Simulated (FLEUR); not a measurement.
# Rb (Im-3m) in FLEUR: notebook

The runs below take Rb through single point, with PBE.

All numbers are computed with FLEUR MaX-R8.1 (later development tree); they aren't measurements. Logs are shortened: lines on timing, memory, paths and dates and some standing lists are left out, and cuts for length are marked.

**1. Starting point**

The structure is cubic, space group Im-3m (No. 229). Conventional cell: a = 5.605 Å, b = 5.605 Å, c = 5.605 Å, α = 90.00°, β = 90.00°, γ = 90.00°.

**2. Single point, PBE**

The input, inp.xml:

```xml
<?xml version="1.0" encoding="UTF-8" standalone="no"?>
<fleurInput fleurInputVersion="0.39">
   <comment>
      Rb                                                                                                  
   </comment>
   <calculationSetup>
      <cutoffs Kmax="3.8" Gmax="11.8" GmaxXC="11.8" numbands="0"/>
      <scfLoop itmax="60" minDistance="0.00001" maxIterBroyd="15" imix="Anderson" alpha="0.05" precondParam="0.0" spinf="2.0" sdNocoIR="T"/>
      <coreElectrons ctail="T" frcor="F" kcrel="0" coretail_lmax="0"/>
      <xcFunctional name="pbe" relativisticCorrections="F"/>
      <magnetism jspins="1"/>
      <soc l_soc="F" theta="0.0" phi="0.0" spav="F"/>
      <expertModes spex="0" secvar="F"/>
      <geometryOptimization l_f="T" forcealpha="1.0" forcemix="BFGS" epsdisp="0.0005" epsforce="0.0002"/>
      <ldaU l_linMix="F" mixParam="0.05" spinf="1.0"/>
   </calculationSetup>
   <cell>
      <bzIntegration valenceElectrons="9.0" mode="hist" fermiSmearingEnergy="0.00183747">
         <kPointListSelection listName="default-1"/>
         <!-- k-points included here -->
         <xi:include xmlns:xi="http://www.w3.org/2001/XInclude" href="kpts.xml"> </xi:include>
      </bzIntegration>
      <!-- symmetry operations included here -->
      <xi:include xmlns:xi="http://www.w3.org/2001/XInclude" href="sym.xml"> </xi:include>
      <bulkLattice scale="1.0">
         <bravaisMatrix>
            <row-1>   -5.2959574641914999     5.2959574641914999     5.2959574641914999</row-1>
            <row-2>    5.2959574641914999    -5.2959574641914999     5.2959574641914999</row-2>
            <row-3>    5.2959574641914999     5.2959574641914999    -5.2959574641914999</row-3>
         </bravaisMatrix>
      </bulkLattice>
   </cell>
   <atomSpecies>
      <species name="Rubidium (Rb)" element="Rb" atomicNumber="37">
         <mtSphere radius="2.66" gridPoints="879" logIncrement="0.014"/>
         <atomicCutoffs lmax="11" lnonsphr="8"/>
         <electronConfig flipSpins="F">
            <coreConfig>(1s1/2) (2s1/2) (2p1/2) (2p3/2) (3s1/2) (3p1/2) (3p3/2) (3d3/2) (3d5/2)</coreConfig>
            <valenceConfig>(4s1/2) (4p1/2) (4p3/2) (5s1/2)</valenceConfig>
            <stateOccupation state="(5s1/2)" spinUp="0.500000" spinDown="0.500000"/>
         </electronConfig>
         <energyParameters s="5" p="4" d="4" f="4"/>
         <lo type="SCLO" l="0" n="4" eDeriv="0"/>
         <lo type="HELO" l="1" n="5" eDeriv="0"/>
         <lo type="HELO" l="1" n="5" eDeriv="1"/>
         <lo type="SCLO" l="2" n="4" eDeriv="2"/>
         <lo type="SCLO" l="3" n="4" eDeriv="2"/>
      </species>
   </atomSpecies>
   <atomGroups>
      <atomGroup species="Rubidium (Rb)">
         <relPos label="                   1">.0000000000 .0000000000 .0000000000</relPos>
         <force calculate="T" relaxXYZ="TTT"/>
      </atomGroup>
   </atomGroups>
   <output dos="F" band="F" slice="F">
      <checks vchk="F" cdinf="F"/>
      <bandDOS minEnergy="-.5*Htr" maxEnergy="0.5*Htr" sigma="0.015" storeEVData="T"/>
      <vacuumDOS vacdos="F" integ="F" star="F" nstars="0" locx1="0.0" locy1="0.0" locx2="0.0" locy2="0.0" nstm="0" tworkf="0.0"/>
      <unfoldingBand unfoldBand="F" supercellX="1" supercellY="1" supercellZ="1"/>
      <plotting iplot="0" polar="F">
         <plot TwoD="T" vec1="  1.0  0.0  0.0" vec2="  0.0  1.0  0.0" vec3="  0.0  0.0  1.0" zero="  0.0  0.0  0.0" file="plot"/>
      </plotting>
      <chargeDensitySlicing numkpt="0" minEigenval="0.0" maxEigenval="0.0" nnne="0" pallst="F"/>
      <specialOutput eonly="F"/>
      <moessbauerParams electricFieldGradient="T" isomerShift="T" coreHyperfine="T" valenceHyperfine="T"/>
      <magneticCircularDichroism mcd="F" energyLo="-10.0" energyUp="0.0"/>
   </output>
  <!-- We include the file relax.xml here to enable relaxations (see documentation) -->
  <xi:include xmlns:xi="http://www.w3.org/2001/XInclude" href="relax.xml"> <xi:fallback/> </xi:include>
</fleurInput>
```

The input, crystal.txt:

```
Rb
&input cartesian=F /
-2.8025000000  2.8025000000  2.8025000000
2.8025000000  -2.8025000000  2.8025000000
2.8025000000  2.8025000000  -2.8025000000
1.8897261246
1.0 1.0 1.0

1
37 0.0000000000  0.0000000000  0.0000000000

&kpt div1=7 div2=7 div3=7 gamma=T /
```

Potentials or basis: all-electron, FLAPW.

Started as:

```bash
> inpgen -f crystal.txt -profile fastHighL
> # inp.xml edited to the form shown
> fleur_MPI
```

Log:

```text
Welcome to FLEUR        (www.flapw.de)
      MaX-Release 8.1          (www.max-centre.eu)

 ========== k-point set info ==========
 Selected k-point list: default-1
 k-point list type: mesh
 7 x 7 x 7
 Number of k points: 20

 ------------Calculation Setup---------------------------
 Number of MPI-tasks      :            1
 Number of PE/node        :            1
 Number of OMP-threads    :            1
 Most efficient MPI parallelization for:
           1           2           4           5          10          20
 Additional eigenvalue parallelization possible
 Number of basis functions:          598
 Approximate size of matrices (H+S) per k-point:         0.005 GB
 --------------------------------------------------------
 Iteration:     1   Distance:       0.76618274 me/bohr^3
 Iteration:     2   Distance:       0.72432722 me/bohr^3
 Iteration:     3   Distance:       0.26651319 me/bohr^3
 Iteration:     4   Distance:       0.14363094 me/bohr^3
 Iteration:     5   Distance:       0.05010221 me/bohr^3
 Iteration:     6   Distance:       0.01491156 me/bohr^3
 Iteration:     7   Distance:       0.01441230 me/bohr^3
 Iteration:     8   Distance:       0.00108912 me/bohr^3
 Iteration:     9   Distance:       0.00014056 me/bohr^3
 Iteration:    10   Distance:       0.00010696 me/bohr^3
 Iteration:    11   Distance:       0.00000574 me/bohr^3

 ********************************************************************
 Run finished successfully
 Stop message:
   Structural relaxation: Done
 ********************************************************************
```

out.xml (last iteration):

```text
<iteration numberForCurrentRun="   12" overallNumber="   12">
         <energyParameters units="Htr">
            <atomicEP atomType="1" spin="1" branch="5s" branchLowest="-0.90" branchHighest="2.37" value="0.0555655134"/>
            <atomicEP atomType="1" spin="1" branch="4p" branchLowest="-8.09" branchHighest="-0.21" value="-0.4162711077"/>
            <atomicEP atomType="1" spin="1" branch="4d" branchLowest="-3.65" branchHighest="0.91" value="0.1655395262"/>
            <atomicEP atomType="1" spin="1" branch="4f" branchLowest="-9.99" branchHighest="2.00" value="0.3699979805"/>
            <loAtomicEP atomType="1" spin="1" branch="4s" branchLowest="-10.78" branchHighest="-0.90" value="-1.0060979544"/>
            <heloAtomicEP atomType="1" spin="1" branch="5p" branchLowest="1.91" branchHighest="1.91" value="1.9101757383"/>
            <heloAtomicEP atomType="1" spin="1" branch="5p" branchLowest="1.91" branchHighest="1.91" value="1.9101757383"/>
            <loAtomicEP atomType="1" spin="1" branch="4d" branchLowest="-3.65" branchHighest="0.91" value="0.1652852732"/>
            <loAtomicEP atomType="1" spin="1" branch="4f" branchLowest="-9.99" branchHighest="2.00" value="0.3700004270"/>
         </energyParameters>
         <eigenvalues>
            <eigenvaluesAt spin="1" ikpt="1" k_x="0.00000000" k_y="0.00000000" k_z="0.00000000">
                      -1.0046522942       -0.4180544797       -0.4180544797       -0.4180544797       -0.0172115595
                       0.1931768001        0.1931768001        0.1931768001
            </eigenvaluesAt>
            <eigenvaluesAt spin="1" ikpt="2" k_x="0.00000000" k_y="0.00000000" k_z="0.14285714">
                      -1.0046182899       -0.4188143484       -0.4183028698       -0.4180547003       -0.0081690557
                       0.1771960756        0.1819371012        0.2016042050
            </eigenvaluesAt>
            <eigenvaluesAt spin="1" ikpt="3" k_x="0.00000000" k_y="0.00000000" k_z="0.28571429">
                      -1.0045418407       -0.4204901437       -0.4188578300       -0.4180558224        0.0171763965
                       0.1379428397        0.1641422323        0.2229759054
            </eigenvaluesAt>
            <eigenvaluesAt spin="1" ikpt="4" k_x="0.00000000" k_y="0.00000000" k_z="0.42857143">
                      -1.0044804929       -0.4218037359       -0.4193004412       -0.4180569424        0.0527869211
                       0.0990533952        0.1534776367        0.2180961906
            </eigenvaluesAt>
         </eigenvalues>
         <bandgap value="0.1561887139" units="eV"/>
         <sumValenceSingleParticleEnergies value="-4.4977104002" units="Htr"/>
         <FermiEnergy value="0.0566045910" units="Htr"/>
         <valenceDensity>
            <mtCharges spin="1">
               <mtCharge atomType="1" total="7.4541889" s="1.9942119" p="5.4526841" d="0.0072689" f="0.0000233"/>
            </mtCharges>
            <spinDependentCharge spin="1" total="9.0000000" interstitial="1.5458111" mtSpheres="7.4541889"/>
            <totalCharge value="9.0000000000"/>
         </valenceDensity>
         <coreStates atomType="     1" atomicNumber=" 37" spin="1" kinEnergy="   3028.4315626766" eigValSum="  -1749.4961490814" lostElectrons=" 0.000066">
            <state n="1" l="0" j="0.5" energy="-552.1038148864" weight="1.0000000000"/>
            <state n="2" l="0" j="0.5" energy="-73.5942328004" weight="1.0000000000"/>
            <state n="2" l="1" j="0.5" energy="-66.7318684138" weight="1.0000000000"/>
            <state n="2" l="1" j="1.5" energy="-64.4980737605" weight="2.0000000000"/>
            <state n="3" l="0" j="0.5" energy="-10.7785102888" weight="1.0000000000"/>
            <state n="3" l="1" j="0.5" energy="-8.3202247253" weight="1.0000000000"/>
            <state n="3" l="1" j="1.5" energy="-7.9846919681" weight="2.0000000000"/>
            <state n="3" l="2" j="1.5" energy="-3.6849533433" weight="2.0000000000"/>
            <state n="3" l="2" j="2.5" energy="-3.6279950941" weight="3.0000000000"/>
         </coreStates>
         <allElectronCharges>
            <spinDependentCharge spin="1" total="37.0000000" interstitial="1.5458773" mtSpheres="35.4541227"/>
            <totalCharge value="36.9999999946"/>
         </allElectronCharges>
         <moessbauerParams unitsHFF="kG" unitsIS="e/bohr^3" unitsEFG="Htr/bohr^2">
            <coreIsomerShift atomType="1" isTotal="55258.69698">
               <shell n="1" l="0" isomerShift="49146.09738"/>
               <shell n="2" l="0" isomerShift="5178.83240"/>
               <shell n="2" l="1" isomerShift="63.08453"/>
               <shell n="3" l="0" isomerShift="859.89923"/>
               <shell n="3" l="1" isomerShift="10.78343"/>
               <shell n="3" l="2" isomerShift="0.00000"/>
            </coreIsomerShift>
            <isomerShift atomType="1" nucleusRadius="0.0001041" averageDensity="55372.01218"/>
            <electricFieldGradient atomType="1" VXX="0.00000" VYY="0.00000" VZZ="0.00000" asymParam="0.00000">
            </electricFieldGradient>
         </moessbauerParams>
         <totalEnergy                                    value="    -2981.4826354225" units="Htr">
            <sumOfEigenvalues                            value="    -1753.9938594816">
               <coreElectrons value="-1749.4961490814"/>
               <valenceElectrons value="-4.4977104002"/>
            </sumOfEigenvalues>
            <densityCoulombPotentialIntegral value="-4689.0049480034"/>
            <densityEffectivePotentialIntegral value="-4820.3118785522"/>
            <chargeDenXCDenIntegral value="-100.8398361365"/>
            <FockExchangeEnergyValence value="0.0000000000"/>
            <FockExchangeEnergyCore value="0.0000000000"/>
            <atomTypeDependentContributions atomType="1">
               <electronNucleiInteractionDifferentMTs value="3592.2507451680"/>
               <MadelungTerm value="-10.2075991869"/>
            </atomTypeDependentContributions>
            <tkbTimesEntropy value="0.0002882129"/>
            <freeEnergy value="-2981.4829236354"/>
            <extrapolationTo0K value="-2981.4827795289"/>
         </totalEnergy>
         <totalForcesOnRepresentativeAtoms units="Htr/bohr">
            <forceTotal atomType="1" x="0.000000" y="0.000000" z="0.000000" F_x="0.00000000" F_y="0.00000000" F_z="0.00000000"/>
         </totalForcesOnRepresentativeAtoms>
      </iteration>
```

Run time: 31 s. Hardware: 1 thread of Arm Neoverse V1, shared host; peak memory 0.07 GiB.

Results:

| Property | Result |
| --- | --- |
| Free energy | -81130.2834 eV |
| Band gap on the k mesh | none (metal or under the smearing width) |
| Valence electrons inside the program's atomic spheres | Rb 7.45 (radii Rb 2.66 bohr) |

Levels at points of the mesh, in eV from the Fermi level:
```csv
k point,band 1,band 2,band 3,band 4,band 5,band 6,band 7,band 8
"(0.00, 0.00, 0.00)",-28.88,-12.92,-12.92,-12.92,-2.01,3.72,3.72,3.72
```

Core levels (eV from the Fermi level):
| atom | levels |
| --- | --- |
| 1 Rb | 1s1/2 -15025.1, 2s1/2 -2004.1, 2p1/2 -1817.4, 2p3/2 -1756.6, 3s1/2 -294.8, 3p1/2 -227.9, 3p3/2 -218.8, 3d3/2 -101.8, 3d5/2 -100.3 |

**3. Single point, PBE (cell strained at random at fixed volume)**

Edit inp.xml of step 2 so:

```diff
@@ -26,5 +26,5 @@
          <bravaisMatrix>
-            <row-1>   -5.2959574641914999     5.2959574641914999     5.2959574641914999</row-1>
-            <row-2>    5.2959574641914999    -5.2959574641914999     5.2959574641914999</row-2>
-            <row-3>    5.2959574641914999     5.2959574641914999    -5.2959574641914999</row-3>
+            <row-1>   -5.5196481250126510     5.3411332569261871     5.1257233759830338</row-1>
+            <row-2>    5.5109780615529864    -5.4029235217483578     5.1788435773455390</row-2>
+            <row-3>    5.3730356133616839     5.2563110100973915    -5.1875136408052045</row-3>
          </bravaisMatrix>
```

The input, crystal.txt:

```
Rb
&input cartesian=F /
-2.9208720000  2.8264060000  2.7124160000
2.9162840000  -2.8591040000  2.7405260000
2.8432880000  2.7815200000  -2.7451140000
1.8897261246
1.0 1.0 1.0

1
37 0.0022960000  -0.0052890000  -0.0053710000

&kpt div1=7 div2=7 div3=7 gamma=T /
```

Potentials or basis: all-electron, FLAPW.

Started as:

```bash
> inpgen -f crystal.txt -profile fastHighL
> # inp.xml edited to the form shown
> fleur_MPI
```

Log:

```text
Welcome to FLEUR        (www.flapw.de)
      MaX-Release 8.1          (www.max-centre.eu)

 ========== k-point set info ==========
 Selected k-point list: default-1
 k-point list type: mesh
 7 x 7 x 7
 Number of k points: 172

 ------------Calculation Setup---------------------------
 Number of MPI-tasks      :            1
 Number of PE/node        :            1
 Number of OMP-threads    :            1
 Most efficient MPI parallelization for:
           1           2           4          43          86         172
 Additional eigenvalue parallelization possible
 Number of basis functions:          600
 Approximate size of matrices (H+S) per k-point:         0.005 GB
 --------------------------------------------------------
 Iteration:     1   Distance:       0.76582128 me/bohr^3
 Iteration:     2   Distance:       0.72402499 me/bohr^3
 Iteration:     3   Distance:       0.26665860 me/bohr^3
 Iteration:     4   Distance:       0.14850389 me/bohr^3
 Iteration:     5   Distance:       0.04952072 me/bohr^3
 Iteration:     6   Distance:       0.01490145 me/bohr^3
 Iteration:     7   Distance:       0.01430658 me/bohr^3
 Iteration:     8   Distance:       0.00107927 me/bohr^3
 Iteration:     9   Distance:       0.00013275 me/bohr^3
 Iteration:    10   Distance:       0.00011484 me/bohr^3
 Iteration:    11   Distance:       0.00000613 me/bohr^3

 ********************************************************************
 Run finished successfully
 Stop message:
   Structural relaxation: Done
 ********************************************************************
```

out.xml (last iteration):

```text
<iteration numberForCurrentRun="   12" overallNumber="   12">
         <energyParameters units="Htr">
            <atomicEP atomType="1" spin="1" branch="5s" branchLowest="-0.90" branchHighest="2.37" value="0.0555169927"/>
            <atomicEP atomType="1" spin="1" branch="4p" branchLowest="-8.09" branchHighest="-0.21" value="-0.4163118930"/>
            <atomicEP atomType="1" spin="1" branch="4d" branchLowest="-3.65" branchHighest="0.91" value="0.1654924528"/>
            <atomicEP atomType="1" spin="1" branch="4f" branchLowest="-9.99" branchHighest="2.00" value="0.3699489656"/>
            <loAtomicEP atomType="1" spin="1" branch="4s" branchLowest="-10.78" branchHighest="-0.90" value="-1.0061380535"/>
            <heloAtomicEP atomType="1" spin="1" branch="5p" branchLowest="1.91" branchHighest="1.91" value="1.9101344029"/>
            <heloAtomicEP atomType="1" spin="1" branch="5p" branchLowest="1.91" branchHighest="1.91" value="1.9101344029"/>
            <loAtomicEP atomType="1" spin="1" branch="4d" branchLowest="-3.65" branchHighest="0.91" value="0.1652382109"/>
            <loAtomicEP atomType="1" spin="1" branch="4f" branchLowest="-9.99" branchHighest="2.00" value="0.3699514123"/>
         </energyParameters>
         <eigenvalues>
[... 63 lines left out ...]
            <FockExchangeEnergyValence value="0.0000000000"/>
            <FockExchangeEnergyCore value="0.0000000000"/>
            <atomTypeDependentContributions atomType="1">
               <electronNucleiInteractionDifferentMTs value="3592.2508729460"/>
               <MadelungTerm value="-10.2067433956"/>
            </atomTypeDependentContributions>
            <tkbTimesEntropy value="0.0002769117"/>
            <freeEnergy value="-2981.4829135693"/>
            <extrapolationTo0K value="-2981.4827751134"/>
         </totalEnergy>
         <totalForcesOnRepresentativeAtoms units="Htr/bohr">
            <forceTotal atomType="1" x="0.000000" y="0.000000" z="0.000000" F_x="0.00000000" F_y="0.00000000" F_z="0.00000000"/>
         </totalForcesOnRepresentativeAtoms>
      </iteration>
```

It took 4.3 min on 1 thread of Arm Neoverse V1, shared host; peak memory 0.1 GiB.

What came out:

| Item | Value |
| --- | --- |
| Free energy | -81130.2831 eV |
| Band gap on the k mesh | none (metal or under the smearing width) |
| Valence electrons inside the program's atomic spheres | Rb 7.45 (radii Rb 2.66 bohr) |

Levels at points of the mesh, in eV from the Fermi level:
| k point | band 2 | band 3 | band 4 | band 5 | band 6 | band 7 |
| --- | --- | --- | --- | --- | --- | --- |
| (0.00, 0.00, 0.00) | -12.92 | -12.92 | -12.92 | -2.01 | 3.55 | 3.70 |

Core levels (eV from the Fermi level):
| atom | levels |
| --- | --- |
| 1 Rb | 1s1/2 -15025.1, 2s1/2 -2004.1, 2p1/2 -1817.4, 2p3/2 -1756.6, 3s1/2 -294.8, 3p1/2 -228.0, 3p3/2 -218.8, 3d3/2 -101.8, 3d5/2 -100.3 |
